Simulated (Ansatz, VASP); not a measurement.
## Au: VASP beside Ansatz

```xyz
2
Lattice="1.3922 -2.5214 0.0000 1.3922 2.5214 0.0000 0.0000 0.0000 4.8270" Properties=species:S:1:pos:R:3 pbc="T T T"
Au    1.3922    0.8337    1.2068
Au    1.3922   -0.8337    3.6203
```

Change from the starting cell: volume scaled by 0.96.

Alike in both runs: task single point; functional LDA; k mesh 11 × 11 × 6; occupations fermi-dirac, width 0.05 eV; no spin polarisation.

|  | VASP | Ansatz |
| --- | --- | --- |
| version | VASP 6.6.1 | Ansatz 0.2.0 |
| potentials or method | VASP PAW LDA potentials, release 64 (Au), cutoff 520 eV | all-electron LAPW, scalar-relativistic |

```tsv
	VASP	Ansatz	Ansatz less VASP
gap on the k mesh at the Fermi level (eV)	none	none	-
pressure (GPa)	-3.0	-3.4	-0.44
largest component of the traceless stress (GPa)	3.17	3.06	-0.106
rms of the force components (eV/Å)	0.017	0.016	-0.0005
```

Atom by atom the forces differ by 0.001 eV/Å (rms over components). A gap of «none» marks a metal or a gap that the smearing closes. Ansatz ran all-electron here, so the differences hold the error of VASP's frozen core and of both bases.

Spin-orbit coupling is left out, which matters for the levels of Au.
